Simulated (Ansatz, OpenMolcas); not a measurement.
Heat of formation of C2H2Cl2 (trans-1,2-dichloroethylene) from total energies

C2H2Cl2: 6 atoms, total charge 0, spin state singlet. SMILES: `Cl/C=C/Cl`. Geometry: relaxed at PBE0-D4/def2-TZVP.

Total energies at B3LYP/6-31G* (Cartesian functions) (OpenMolcas 26.06); the atoms run unrestricted:

| species | state | energy (Eh) |
| --- | --- | --- |
| C2H2Cl2 | singlet | -997.777530 |
| Cl | doublet | -460.136242 |
| C | triplet | -37.846280 |
| H | doublet | -0.500273 |

Harmonic wavenumbers at PBE0-D4/def2-TZVP, in cm⁻¹: 217, 239, 358, 812, 854, 873, 937, 1217, 1299, 1670, 3232, 3234.

Measured heats of formation of the gaseous atoms at 298.15 K, in kJ/mol: Cl 121.3, C 716.9, H 218.0. Spin-orbit lowering of the atoms at 298 K (mean of the ground term's levels less their thermal mean, from spectra), in kJ/mol: Cl 3.44, C 0.02. Take 1 Eh = 2625.50 kJ/mol, 1 cm⁻¹ = 0.0119627 kJ/mol, RT = 2.479 kJ/mol.

Problem. Work out the heat of formation of the gas at 298 K.

Solution. 
1. Electronic atomisation energy: 2 × (-460.136242) + 2 × (-37.846280) + 2 × (-0.500273) − (-997.777530) = 0.811940 Eh = 2131.7 kJ/mol.
2. Zero-point energy: half the sum of the wavenumbers, 7471 cm⁻¹ = 89.4 kJ/mol.
3. Thermal vibrational enthalpy, Σ hcν̃/(exp(hcν̃/kT) − 1): 4.4 kJ/mol. Translation, rotation and pV of a non-linear molecule: 4 RT = 9.9 kJ/mol.
4. The 6 free atoms carry 5/2 RT each: 37.2 kJ/mol.
5. Spin-orbit coupling lowers the free atoms by 2 × 3.44 + 2 × 0.02 = 6.9 kJ/mol.
6. Atomisation enthalpy at 298 K: 2131.7 − 6.9 − 89.4 − 4.4 − 9.9 + 37.2 = 2058.3 kJ/mol.
7. Sum of the atoms' heats of formation: 2112.4 kJ/mol. Heat of formation: 2112.4 − 2058.3 = +54.1 kJ/mol.

The tabulated value is +5.0 kJ/mol (CRC Handbook of Chemistry and Physics), so this level is off by +49.1 kJ/mol, or 2.3 % of the atomisation enthalpy. Anharmonicity and any spin-orbit splitting of the molecule are left out.
